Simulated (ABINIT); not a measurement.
# PtSe2 (Sudovikovite) (P-3m1) in ABINIT: further runs

The runs below take PtSe2 (Sudovikovite) through single point, with BLYP, AM05, r2SCAN, SCAN.

Program: ABINIT 10.8.3 (patched build). These are calculated values, not measurements. Logs are shortened: lines on timing, memory, paths and dates and some standing lists are left out, and cuts for length are marked. The log counts tension as positive stress, the text compression.

### 1 The structure

It takes space group P-3m1 (No. 164, trigonal). Conventional cell: a = 3.724 Å, b = 3.724 Å, c = 5.062 Å, α = 90.00°, β = 90.00°, γ = 120.00°. Pt (site symmetry -3m) is surrounded by 6 Se at 2.49 Å. Se (site symmetry 3m) is surrounded by 3 Pt at 2.49 Å.

### 2 Single point, BLYP

run.abi

```
# Pseudopotentials
pp_dirpath "./"
pseudos "Pt.GGA_PBE-JTH.xml, Se.GGA_PBE-JTH.xml"

# Structure
acell 3*1.0 Angstrom
rprim
     3.7240000000     0.0000000000     0.0000000000
    -1.8620000000     3.2250786037     0.0000000000
     0.0000000000     0.0000000000     5.0620000000
ntypat 2
znucl 78 34
natom 3
typat 1 2 2
xcart
     0.0000000000     0.0000000000     0.0000000000
     3.5186700444     2.0315050969     7.1743452321
    -0.0000000004     4.0630101945     2.3914484107

# Plane-wave basis
ecut 19.0
pawecutdg 38.0
pawxcdev 0

# k points
kptopt 1
ngkpt 8 8 5
nshiftk 1
shiftk 0.0 0.0 0.0

# Exchange and correlation
ixc -106131

# Bands and occupations
nband 15
occopt 3
tsmear 0.00183747

# SCF cycle
nstep 100
tolvrs 1.0e-9

# Output
iomode 3
prtwf 0
prteig 0
prtebands 0
enunit 2
prtden 1
prtvha 1
prtvclmb 1
prtpot 1
```

Potentials or basis: JTH PAW PBE v2.0.

Launch:

```bash
$ abinit run.abi > log 2>&1
```

run.abo:

```text
.Version 10.8.3 of ABINIT
 Symmetries : space group P-3 m 1 (#164); Bravais hP (primitive hexag.)
================================================================================
 Values of the parameters that define the memory need of the present run
     intxc =       0    ionmov =       0      iscf =      17    lmnmax =      18
     lnmax =       6     mgfft =      40  mpssoang =       3    mqgrid =    3001
     natom =       3  nloc_mem =       2    nspden =       1   nspinor =       1
    nsppol =       1      nsym =      12    n1xccc =       1    ntypat =       2
    occopt =       3   xclevel =       2
       mpw =        1635          nfft =       36000          nkpt =          40
 PAW method is used; the additional fine FFT grid is defined by:
   mgfftf=        54    nfftf =     86400
================================================================================
================================================================================

--------------------------------------------------------------------------------
------------- Echo of variables that govern the present computation ------------
--------------------------------------------------------------------------------
 -outvars: echo values of preprocessed input variables --------
            acell      1.8897261259E+00  1.8897261259E+00  1.8897261259E+00 Bohr
              amu      1.95080000E+02  7.89600000E+01
             ecut      1.90000000E+01 Hartree
           enunit           2
              ixc     -106131
         kptrlatt        8    0    0      0    8    0      0    0    5
          kptrlen      4.78289682E+01
            natom           3
            nband          15
            ngfft          30      30      40
          ngfftdg          40      40      54
             nkpt          40
            nstep         100
             nsym          12
           ntypat           2
           occopt           3
        pawecutdg      3.80000000E+01 Hartree
         pawxcdev           0
        prtebands           0
           prteig           0
           prtpot           1
         prtvclmb           1
           prtvha           1
            prtwf           0
            rprim      3.7240000000E+00  0.0000000000E+00  0.0000000000E+00
                      -1.8620000000E+00  3.2250786037E+00  0.0000000000E+00
                       0.0000000000E+00  0.0000000000E+00  5.0620000000E+00
          spgroup         164
           tolvrs      1.00000000E-09
           tsmear      1.83747000E-03 Hartree
            typat      1  2  2
           useylm           1
           xangst      0.0000000000E+00  0.0000000000E+00  0.0000000000E+00
                       1.8620000000E+00  1.0750262012E+00  3.7964999991E+00
                       9.4261207053E-18  2.1500524025E+00  1.2655000009E+00
            xcart      0.0000000000E+00  0.0000000000E+00  0.0000000000E+00
                       3.5186700464E+00  2.0315050985E+00  7.1743452354E+00
                       1.7812786563E-17  4.0630101970E+00  2.3914484140E+00
             xred      0.0000000000E+00  0.0000000000E+00  0.0000000000E+00
                       6.6666666667E-01  3.3333333333E-01  7.4999999983E-01
                       3.3333333333E-01  6.6666666667E-01  2.5000000017E-01
            znucl       78.00000   34.00000

================================================================================

 chkinp: Checking input parameters for consistency.

================================================================================
== DATASET  1 ==================================================================

--- !DatasetInfo
iteration_state: {dtset: 1, }
dimensions: {natom: 3, nkpt: 40, mband: 15, nsppol: 1, nspinor: 1, nspden: 1, mpw: 1635, }
cutoff_energies: {ecut:  19.0, pawecutdg:  38.0, }
electrons: {nelect:   2.20000000E+01, charge:   0.00000000E+00, occopt:   3.00000000E+00, tsmear:   1.83747000E-03, }
meta: {optdriver: 0, ionmov: 0, optcell: 0, iscf: 17, paral_kgb: 0, }
...

 Real(R)+Recip(G) space primitive vectors, cartesian coordinates (Bohr,Bohr^-1):
 R(1)=  7.0373401  0.0000000  0.0000000  G(1)=  0.1420991  0.0820410  0.0000000
 R(2)= -3.5186700  6.0945153  0.0000000  G(2)=  0.0000000  0.1640820  0.0000000
 R(3)=  0.0000000  0.0000000  9.5657936  G(3)=  0.0000000  0.0000000  0.1045392
 Unit cell volume ucvol=  4.1026902E+02 bohr^3
 Angles (23,13,12)=  9.00000000E+01  9.00000000E+01  1.20000000E+02 degrees

 Coarse grid specifications (used for wave-functions):

 getcut: wavevector=  0.0000  0.0000  0.0000  ngfft=  30  30  40
         ecut(hartree)=     19.000   => boxcut(ratio)=   2.13107

 Fine grid specifications (used for densities):

 getcut: wavevector=  0.0000  0.0000  0.0000  ngfft=  40  40  54
         ecut(hartree)=     38.000   => boxcut(ratio)=   2.03430
[... 75 lines left out ...]
- [  0.00000000E+00,  -5.43558209E-04,   0.00000000E+00, ]
- [  0.00000000E+00,   0.00000000E+00,  -4.45693309E-04, ]
pressure_GPa:   1.5032E+01
xred      :
- [  0.0000E+00,   0.0000E+00,   0.0000E+00, Pt]
- [  6.6667E-01,   3.3333E-01,   7.5000E-01, Se]
- [  3.3333E-01,   6.6667E-01,   2.5000E-01, Se]
cartesian_forces: # hartree/bohr
- [ -3.82622580E-29,   2.20907250E-29,  -0.00000000E+00, ]
- [  1.91311290E-29,  -1.10453625E-29,  -2.15338964E-02, ]
- [  1.91311290E-29,  -1.10453625E-29,   2.15338964E-02, ]
force_length_stats: {min:   4.41814499E-29, max:   2.15338964E-02, mean:   1.43559309E-02, }
...

 Integrated electronic density in atomic spheres:
 ------------------------------------------------
 Atom  Sphere_radius  Integrated_density
    1        2.51622          8.74311990
    2        2.21132          3.96575937
    3        2.21132          3.96575937

================================================================================

 ----iterations are completed or convergence reached----

 Mean square residual over all n,k,spin=   15.068E-10; max=  75.197E-08
 reduced coordinates (array xred) for    3 atoms
       0.000000000000      0.000000000000      0.000000000000
       0.666666666667      0.333333333333      0.749999999829
       0.333333333333      0.666666666667      0.250000000171
 rms dE/dt=  9.7104E-02; max dE/dt=  2.0599E-01; dE/dt below (all hartree)
    1       0.000000000000      0.000000000000      0.000000000000
    2      -0.000000000000      0.000000000000      0.205988809453
    3      -0.000000000000      0.000000000000     -0.205988809453

 cartesian coordinates (angstrom) at end:
    1      0.00000000000000     0.00000000000000     0.00000000000000
    2      1.86200000000000     1.07502620123333     3.79649999913411
    3      0.00000000000000     2.15005240246667     1.26550000086589

 cartesian forces (hartree/bohr) at end:
    1     -0.00000000000000     0.00000000000000    -0.00000000000000
    2      0.00000000000000    -0.00000000000000    -0.02153389640253
    3      0.00000000000000    -0.00000000000000     0.02153389640253
 frms,max,avg= 1.0151176E-02 2.1533896E-02   0.000E+00  0.000E+00  0.000E+00 h/b

 cartesian forces (eV/Angstrom) at end:
    1     -0.00000000000000     0.00000000000000    -0.00000000000000
    2      0.00000000000000    -0.00000000000000    -1.10731747458987
    3      0.00000000000000    -0.00000000000000     1.10731747458987
 frms,max,avg= 5.2199446E-01 1.1073175E+00   0.000E+00  0.000E+00  0.000E+00 e/A
 length scales=  1.889726125908  1.889726125908  1.889726125908 bohr
              =  1.000000000000  1.000000000000  1.000000000000 angstroms
 Fermi (or HOMO) energy (hartree) =   0.15653   Average Vxc (hartree)=  -0.36786
 Eigenvalues (hartree) for nkpt=  40  k points:
 kpt#   1, nband= 15, wtk=  0.00313, kpt=  0.0000  0.0000  0.0000 (reduced coord)
  -0.42273   -0.32218   -0.10689   -0.08261   -0.08261    0.00708    0.00708    0.05967
   0.11580    0.11580    0.16924    0.20683    0.20683    0.29739    0.31066
      occupation numbers for kpt#   1
   2.00000    2.00000    2.00000    2.00000    2.00000    2.00000    2.00000    2.00000
   2.00000    2.00000    0.00198    0.00000    0.00000    0.00000    0.00000
 prteigrs : prtvol=0 or 1, do not print more k-points.

 Fermi (or HOMO) energy (eV) =   4.25950   Average Vxc (eV)= -10.01001
 Eigenvalues (   eV  ) for nkpt=  40  k points:
 kpt#   1, nband= 15, wtk=  0.00313, kpt=  0.0000  0.0000  0.0000 (reduced coord)
 -11.50300   -8.76703   -2.90872   -2.24805   -2.24805    0.19267    0.19267    1.62375
   3.15104    3.15104    4.60524    5.62823    5.62823    8.09240    8.45339
 prteigrs : prtvol=0 or 1, do not print more k-points.

--- !EnergyTerms
iteration_state     : {dtset: 1, }
comment             : Components of total free energy in Hartree
kinetic             :  1.48199966662850E+01
hartree             :  8.22040859007248E+00
xc                  : -1.54200652350764E+01
Ewald energy        : -4.30911327896093E+01
psp_core            :  5.05571455010832E+00
local_psp           : -2.51970648445591E+01
PAW spherical_terms :  9.51785867255278E+00
internal            : -4.60942843902264E+01
'-kT*entropy'       : -1.85668864768266E-04
total_energy        : -4.60944700590912E+01
total_energy_eV     : -1.25429442858174E+03
...

--- !EnergyTermsDC
iteration_state     : {dtset: 1, }
comment             : '"Double-counting" decomposition of free energy'
band_energy         : -1.41466306260743E+00
Ewald energy        : -4.30911327896093E+01
psp_core            :  5.05571455010832E+00
xc_dc               : -1.32601878123199E+01
PAW spherical_terms :  6.61598076141523E+00
internal            : -4.60942883530132E+01
'-kT*entropy'       : -1.85668864768266E-04
total_energy_dc     : -4.60944740218779E+01
total_energy_dc_eV  : -1.25429453641466E+03
...

--- !EnergyTermsWithPAWCore
iteration_state     : {dtset: 1, }
comment             : 'Components of total free energy, including PAW core contributions'
Total energy        : -2.32757013664567E+04
Total energy DC     : -2.32757013704195E+04
Total energy (eV)   : -6.33364100028761E+05
Total energy DC (eV): -6.33364100136594E+05
...

 Cartesian components of stress tensor (hartree/bohr^3)
  sigma(1 1)= -5.43558209E-04  sigma(3 2)=  0.00000000E+00
  sigma(2 2)= -5.43558209E-04  sigma(3 1)=  0.00000000E+00
  sigma(3 3)= -4.45693309E-04  sigma(2 1)=  0.00000000E+00

-Cartesian components of stress tensor (GPa)         [Pressure=  1.5032E+01 GPa]
- sigma(1 1)= -1.59920346E+01  sigma(3 2)=  0.00000000E+00
- sigma(2 2)= -1.59920346E+01  sigma(3 1)=  0.00000000E+00
- sigma(3 3)= -1.31127499E+01  sigma(2 1)=  0.00000000E+00

== END DATASET(S) ==============================================================
================================================================================

 -outvars: echo values of variables after computation  --------
            acell      1.8897261259E+00  1.8897261259E+00  1.8897261259E+00 Bohr
           etotal     -4.6094474022E+01
            fcart     -3.8262258007E-29  2.2090724960E-29 -0.0000000000E+00
                       1.9131129003E-29 -1.1045362480E-29 -2.1533896403E-02
                       1.9131129003E-29 -1.1045362480E-29  2.1533896403E-02
            rprim      3.7240000000E+00  0.0000000000E+00  0.0000000000E+00
                      -1.8620000000E+00  3.2250786037E+00  0.0000000000E+00
                       0.0000000000E+00  0.0000000000E+00  5.0620000000E+00
           strten     -5.4355820882E-04 -5.4355820887E-04 -4.4569330940E-04
                       0.0000000000E+00  0.0000000000E+00  0.0000000000E+00
           xangst      0.0000000000E+00  0.0000000000E+00  0.0000000000E+00
                       1.8620000000E+00  1.0750262012E+00  3.7964999991E+00
                       9.4261207053E-18  2.1500524025E+00  1.2655000009E+00
             xred      0.0000000000E+00  0.0000000000E+00  0.0000000000E+00
                       6.6666666667E-01  3.3333333333E-01  7.4999999983E-01
                       3.3333333333E-01  6.6666666667E-01  2.5000000017E-01
 Calculation completed.
```

It took 65 s on 1 thread of Arm Neoverse V1, shared host; peak memory 0.14 GiB.

Results:

* Free energy: -1254.2945 eV
* Pressure: 15.0 GPa
* Largest force: 1.107 eV/Å
* Band gap on the k mesh: none (metal or under the smearing width)

Forces in eV/Å, atoms in the order of the input:
```
Pt   0.000  0.000  0.000
Se   0.000  0.000 -1.107
Se   0.000  0.000  1.107
```

Stress tensor (GPa, compression positive):
```
15.99  0.00  0.00
 0.00 15.99  0.00
 0.00  0.00 13.11
```

Levels at points of the mesh, in eV from the Fermi level:
| k point | band 9 | band 10 | band 11 | band 12 | band 13 | band 14 |
| --- | --- | --- | --- | --- | --- | --- |
| (0.00, 0.00, 0.00) | -1.11 | -1.11 | 0.35 | 1.37 | 1.37 | 3.83 |
| (0.50, 0.00, 0.00) | -3.54 | -3.48 | -3.04 | 0.61 | 2.25 | 4.80 |

Caveat: the PAW data sets were made with another functional, which shifts forces and pressure a little; the atomic spheres overlap.

[end of part 1 of 2]
